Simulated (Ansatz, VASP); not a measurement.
# BAs in two plane-wave programs

Aim: how closely do two programs agree when they are given the same cell, functional and k mesh? The cell is taken from a series of VASP runs on this material, whose earlier steps may have relaxed, scaled or displaced it; both programs get it as it stands.

Calculated with Ansatz 0.2.0; plane waves, with VASP 6.6.1 beside it; band structure at PBE0.

## (1) The structure

It takes space group F-43m (No. 216, cubic). The conventional cell has a = 4.777 Å, b = 4.777 Å, c = 4.777 Å, α = 90.00°, β = 90.00°, γ = 90.00°. Nearest to As lie 4 B at 2.07 Å. Nearest to B lie 4 As at 2.07 Å. Farther neighbours are not listed.

Structure file:

```cif
data_structure
_symmetry_space_group_name_H-M 'F-43m'
_symmetry_Int_Tables_number 216
_cell_length_a 4.7770
_cell_length_b 4.7770
_cell_length_c 4.7770
_cell_angle_alpha 90.000
_cell_angle_beta 90.000
_cell_angle_gamma 90.000
_cell_volume 109.01
loop_
_atom_site_label
_atom_site_type_symbol
_atom_site_symmetry_multiplicity
_atom_site_Wyckoff_symbol
_atom_site_fract_x
_atom_site_fract_y
_atom_site_fract_z
_atom_site_occupancy
As1 As 4 c 0.25000 0.25000 0.25000 1
B1 B 4 a 0.00000 0.00000 0.00000 1
```

## (2) VASP: band structure, PBE0

The same path points are solved in both programs, so levels can be compared one by one.

Lines of VASP's logs that name or quote its potential files are left out, and so is its time.

The run reads the wave functions of an earlier VASP run, which isn't shown here.

INCAR reads:

```
SYSTEM = BAs
PREC = Accurate
ENCUT = 370
EDIFF = 1E-06
NELM = 100
ISMEAR = 0
SIGMA = 0.03
LREAL = .FALSE.
ALGO = Normal
LHFCALC = .TRUE.
AEXX = 0.25
GGA = PE
LASPH = .TRUE.
NBANDS = 10
PRECFOCK = Fast
HFRCUT = -1
LORBIT = 11
LWAVE = .FALSE.
LCHARG = .FALSE.
KPAR = 4
```

POSCAR reads:

```
BAs
1.0
    0.0000000000      2.3885000000      2.3885000000
    2.3885000000      0.0000000000      2.3885000000
    2.3885000000      2.3885000000      0.0000000000
As B
1 1
Direct
    0.7500000000      0.7500000000      0.7500000000
    0.0000000000      0.0000000000      0.0000000000
```

KPOINTS reads:

```
Automatic mesh
0
Gamma
5 5 5
0 0 0
```

KPOINTS_OPT reads:

```
Line mode
10
Line-mode
Reciprocal
  0.00000000   0.00000000   0.00000000 GAMMA
  0.50000000   0.00000000   0.50000000 X

  0.50000000   0.00000000   0.50000000 X
  0.50000000   0.25000000   0.75000000 W

  0.50000000   0.25000000   0.75000000 W
  0.37500000   0.37500000   0.75000000 K

  0.37500000   0.37500000   0.75000000 K
  0.00000000   0.00000000   0.00000000 GAMMA

  0.00000000   0.00000000   0.00000000 GAMMA
  0.50000000   0.50000000   0.50000000 L

  0.50000000   0.50000000   0.50000000 L
  0.62500000   0.25000000   0.62500000 U

  0.62500000   0.25000000   0.62500000 U
  0.50000000   0.25000000   0.75000000 W

  0.50000000   0.25000000   0.75000000 W
  0.50000000   0.50000000   0.50000000 L

  0.50000000   0.50000000   0.50000000 L
  0.37500000   0.37500000   0.75000000 K

  0.62500000   0.25000000   0.62500000 U
  0.50000000   0.00000000   0.50000000 X
```

The projector-augmented-wave data sets are As and B (PBE family, release 64).

Command:

```bash
$ mpirun -np 4 vasp_std
```

Numbers of over 12 decimals in the logs are rounded to 6 here.

Log:

```text
[banner, memory and clock lines left out]
running    4 mpi-ranks, on    1 nodes
 distrk:  each k-point on    1 cores,    4 groups
 distr:  one band on    1 cores,    1 groups

 POSCAR found type information on POSCAR AsB
 POSCAR found :  2 types and       2 ions
 LDA part: xc-table for (Slater+PW92), standard interpolation
 found WAVECAR, reading the header
 POSCAR, INCAR and KPOINTS ok, starting setup
 FFT: planning ... GRIDC
 FFT: planning ... GRID_SOFT
 FFT: planning ... GRID
 HFRCUT set to (new)   9.334170
 reading WAVECAR
 the WAVECAR file was read successfully
 initial charge from wavefunction
 entering main loop
       N       E                     dE             d eps       ncg     rms          rms(c)
DAV:   1    -0.141235745341E+02   -0.14124E+02   -0.78106E-01   204   0.648E+00    0.261E+00
DAV:   2    -0.141286735234E+02   -0.50990E-02   -0.10281E-02   226   0.696E-01    0.171E+00
DAV:   3    -0.141272527303E+02    0.14208E-02   -0.12548E-03   218   0.193E-01    0.988E-01
DAV:   4    -0.141268182645E+02    0.43447E-03   -0.41848E-04   220   0.105E-01    0.542E-01
DAV:   5    -0.141266777878E+02    0.14048E-03   -0.70629E-05   220   0.542E-02    0.303E-01
DAV:   6    -0.141266288820E+02    0.48906E-04   -0.18145E-05   242   0.331E-02    0.171E-01
DAV:   7    -0.141266139118E+02    0.14970E-04   -0.69806E-06   222   0.203E-02    0.968E-02
DAV:   8    -0.141266098166E+02    0.40952E-05   -0.21771E-06   214   0.115E-02    0.544E-02
DAV:   9    -0.141266089012E+02    0.91539E-06   -0.68084E-07   112   0.650E-03
   1 F= -.14126609E+02 E0= -.14126609E+02  d E =-.499901E-12
 Start KPOINTS_OPT (optional k-point list driver)
k-point batch [1-10\100]
       N       E                     dE             ncg
DAV:   1     0.200284110373E+03   -0.11474E+04      200
DAV:   2    -0.543669001291E+02   -0.25465E+03      262
DAV:   3    -0.694419090488E+02   -0.15075E+02      248
DAV:   4    -0.695428318492E+02   -0.10092E+00      258
DAV:   5    -0.695434682698E+02   -0.63642E-03      252
DAV:   6    -0.695434701201E+02   -0.18503E-05      236
DAV:   7    -0.695434701266E+02   -0.65101E-08      216
[...]
k-point batch [91-100\100]
       N       E                     dE             ncg
DAV:   1    -0.430334154597E+01   -0.28997E+04      200
DAV:   2    -0.192411868932E+03   -0.18811E+03      282
DAV:   3    -0.198838248247E+03   -0.64264E+01      274
DAV:   4    -0.198882925331E+03   -0.44677E-01      276
DAV:   5    -0.198883047218E+03   -0.12189E-03      256
DAV:   6    -0.198883047422E+03   -0.20419E-06      248
```

From OUTCAR (step 2):

```text
ion  position               nearest neighbor table
   1  0.750  0.750  0.750-   2 2.07   2 2.07   2 2.07   2 2.07
   2  0.000  0.000  0.000-   1 2.07   1 2.07   1 2.07   1 2.07

  LATTYP: Found a face centered cubic cell.
 ALAT       =     4.7770000000

 Subroutine GETGRP returns: Found 24 space group operations
 (whereof 24 operations were pure point group operations)

The static configuration has the point symmetry T_d .

 Found     10 irreducible k-points:

   k-points           NKPTS =     10   k-points in BZ     NKDIM =    125   number of bands    NBANDS=     10

   dimension x,y,z NGX =    24 NGY =   24 NGZ =   24
   dimension x,y,z NGXF=    48 NGYF=   48 NGZF=   48

   ENCUT  =  370.0 eV  27.19 Ry    5.21 a.u.   5.30  5.30  5.30*2*pi/ulx,y,z

   NELECT =       8.0000    total number of electrons

 k-points in reciprocal lattice and weights: Automatic mesh
   0.00000000  0.00000000  0.00000000       0.008
   0.20000000  0.00000000  0.00000000       0.064
   0.40000000  0.00000000  0.00000000       0.064
   0.20000000  0.20000000  0.00000000       0.048
   0.40000000  0.20000000  0.00000000       0.192
  -0.40000000  0.20000000  0.00000000       0.192
  -0.20000000  0.20000000  0.00000000       0.096
   0.40000000  0.40000000  0.00000000       0.048
  -0.40000000  0.40000000  0.00000000       0.096
  -0.40000000  0.40000000  0.20000000       0.192

  exchange ACFDT corr.  =         0.00000000  see jH, gK, PRB 81, 115126

 average (electrostatic) potential at core
       1 -44.6573       2 -23.4039

 E-fermi :   5.5010

 k-point     1 :       0.0000    0.0000    0.0000
  band No.  band energies     occupation
      1     -11.6517      2.00000
      2       5.3651      2.00000
      3       5.3651      2.00000
      4       5.3651      2.00000
      5      10.1816      0.00000
      6      10.1816      0.00000
      7      10.1816      0.00000
      8      11.9858      0.00000
      9      16.7214      0.00000
    ...

 k-point     2 :       0.2000    0.0000    0.0000
  band No.  band energies     occupation
      1     -10.9503      2.00000
      2       1.2565      2.00000
      3       4.4238      2.00000
      4       4.4238      2.00000
      5      10.1975      0.00000
      6      11.3969      0.00000
      7      11.3969      0.00000
      8      14.5363      0.00000
      9      18.3041      0.00000
    ...

 k-point     3 :       0.4000    0.0000    0.0000
  band No.  band energies     occupation
      1      -9.0696      2.00000
      2      -3.4359      2.00000
      3       3.4782      2.00000
      4       3.4782      2.00000
      5       9.7200      0.00000
      6      11.8422      0.00000
      7      11.8422      0.00000
      8      16.1672      0.00000
      9      19.4583      0.00000
    ...

  energy-cutoff  :      370.00
  volume of cell :       27.25
      direct lattice vectors                 reciprocal lattice vectors
     0.000000000  2.388500000  2.388500000    -0.209336404  0.209336404  0.209336404
     2.388500000  0.000000000  2.388500000     0.209336404 -0.209336404  0.209336404
     2.388500000  2.388500000  0.000000000     0.209336404  0.209336404 -0.209336404

 POSITION                                       TOTAL-FORCE (eV/Angst)
 -----------------------------------------------------------------------------------
      3.58275      3.58275      3.58275        -0.000000     -0.000000     -0.000000
      0.00000      0.00000      0.00000         0.000000      0.000000      0.000000
 -----------------------------------------------------------------------------------
    total drift:                               -0.000001     -0.000001     -0.000001

  FREE ENERGIE OF THE ION-ELECTRON SYSTEM (eV)
  ---------------------------------------------------
  free  energy   TOTEN  =       -14.1266089012 eV

  energy  without entropy=      -14.1266089012  energy(sigma->0) =      -14.12660890

 total charge
# of ion       s       p       d       tot
------------------------------------------
    1        1.182   1.705   0.092   2.980
    2        0.653   1.181   0.000   1.834
--------------------------------------------------
tot          1.835   2.886   0.092   4.813

[... 3 further parts left out ...]
```

The k-mesh is coarse for unscreened exact exchange, which converges slowly with it.

(Part 1 of 2 ends here.)

[Lines on the potential files, build, host, timing and source positions are cut from VASP's logs without a mark.]

[Logs are printed without paths, hosts, clocks, repeated set-up lines and the standing remarks that a program may print on its own settings, such as how far it seeks lower states.]

[Hosts, paths, dates, database ids (printed as entryN), source tags and the programs' standing remarks are cut or masked in the printed files.]
